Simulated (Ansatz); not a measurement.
Crystal: Bi2Se3 (Paraguanajuatite).

```xyz
5
Lattice="2.0715 1.1960 9.5453 -2.0715 1.1960 9.5453 0.0000 -2.3920 9.5453" Properties=species:S:1:pos:R:3 pbc="T T T"
Bi    0.0000    0.0000   17.1587
Bi    0.0000    0.0000   11.4773
Se    0.0000    0.0000   22.5738
Se    0.0000    0.0000    6.0622
Se    0.0000    0.0000    0.0000
```

```yaml
Program: Ansatz 0.2.0
Task: relaxation of cell and atoms
Functional: PBE
Potentials_or_basis: Ansatz PAW
Cutoff: "420 eV (not typed: the program's choice for these potentials)"
k_mesh: 8 × 8 × 8
Occupations: fermi-dirac, width 0.05 eV
Spin: no spin polarisation
```

At the start: volume 28.38 Å³/atom.

**Question.** Where does the relaxation end?

**Answer.** It ends after 9 steps and the volume is 31.62 Å³/atom (+11.4 %); space group R-3m (No. 166, to 0.05 Å).

The path:
| step | energy change (eV) | largest force (eV/Å) | volume (Å³) |
| --- | --- | --- | --- |
| 1 | 0.0000 | 0.1594 | 141.89 |
| 2 | -0.0284 | 0.3660 | 153.79 |
| 3 | -0.0641 | 0.0370 | 151.43 |
| 4 | -0.0682 | 0.0687 | 151.95 |
| 5 | -0.0761 | 0.0123 | 154.52 |
| 6 | -0.0775 | 0.0010 | 156.57 |
| 7 | -0.0777 | 0.0010 | 157.80 |
| 8 | -0.0777 | 0.0001 | 158.11 |
| 9 | -0.0798 | 0.0006 | 158.11 |

Final structure:
```xyz
5
Lattice="2.0953 1.2097 10.3965 -2.0953 1.2097 10.3965 0.0000 -2.4194 10.3965" Properties=species:S:1:pos:R:3 pbc="T T T"
Bi    0.0000    0.0000   18.8432
Bi    0.0000    0.0000   12.3464
Se    0.0000    0.0000   24.3054
Se    0.0000    0.0000    6.8841
Se    0.0000    0.0000    0.0000
```

Caveat: the plane-wave basis is chosen anew once the cell has moved, so the energies of steps on either side of that aren't comparable.
